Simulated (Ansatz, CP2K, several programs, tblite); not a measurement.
Energy against volume for LiH, CsCl type, at fixed shape and fractional coordinates, computed by several methods (PBE and r2SCAN, where shown, with plane waves in Ansatz); the cell shown is that of r2SCAN. It is cubic, Pm-3m (No. 221); conventional cell a = 2.502 Å, 7.83 Å³ an atom. Li is surrounded by 8 H at 2.17 Å; H is surrounded by 8 Li at 2.17 Å. The structure was generated, not taken from experiment, and needn't be the ground state; spin polarisation is off. Energies count from each curve's lowest point; fits are third-order Birch-Murnaghan.

```cif
data_structure
_symmetry_space_group_name_H-M 'Pm-3m'
_symmetry_Int_Tables_number 221
_cell_length_a 2.5017
_cell_length_b 2.5017
_cell_length_c 2.5017
_cell_angle_alpha 90.000
_cell_angle_beta 90.000
_cell_angle_gamma 90.000
_cell_volume 15.66
loop_
_atom_site_label
_atom_site_type_symbol
_atom_site_symmetry_multiplicity
_atom_site_Wyckoff_symbol
_atom_site_fract_x
_atom_site_fract_y
_atom_site_fract_z
_atom_site_occupancy
Li1 Li 1 a 0.00000 0.00000 0.00000 1
H1 H 1 b 0.50000 0.50000 0.50000 1
```

Task: PBE/DZVP (CP2K), on the shape of the cell shown, gives
```csv
V (Å³/atom),E (meV/atom)
6.889,10.55
7.358,1.12
7.828,0.00
8.298,5.33
8.767,15.71
```
This method closes the gap of a crystal that DFT finds insulating, so its curve rests on a wrong state.
What equilibrium volume and bulk modulus follow?

Result: V₀ = 7.66 Å³ an atom and B₀ = 39 GPa.

Task: PBE, on the shape of its own relaxed cell, gives
```csv
V (Å³/atom),E (meV/atom)
7.397,3.66
7.633,0.93
7.869,0.00
8.105,0.65
8.341,2.68
```
What equilibrium volume and bulk modulus follow?

Result: V₀ = 7.88 Å³ an atom and B₀ = 35 GPa.

PBE/SZV (CP2K), on the shape of the cell shown:
```
V (Å³/atom)  E (meV/atom)
      6.889         26.97
      7.358          8.01
      7.828          0.00
      8.298          0.08
      8.767          6.37
```
This method closes the gap of a crystal that DFT finds insulating, so its curve rests on a wrong state.
V₀ = 8.05 Å³ an atom and B₀ = 41 GPa.

Task: r2SCAN, on the shape of its own relaxed cell, gives
```
V (Å³/atom)  E (meV/atom)
      7.358          3.48
      7.593          0.86
      7.828          0.00
      8.063          0.73
      8.298          2.82
```
What equilibrium volume and bulk modulus follow?

Result: V₀ = 7.83 Å³ an atom and B₀ = 36 GPa.

GFN1-xTB (tblite), on the shape of the cell shown, as a cluster of 128 atoms at the zone centre:

| V (Å³/atom) | E (meV/atom) |
| --- | --- |
| 6.889 | 177.00 |
| 7.358 | 118.83 |
| 7.828 | 71.88 |
| 8.298 | 32.91 |
| 8.767 | 0.00 |

The lowest point is an end point, so the minimum isn't bracketed.
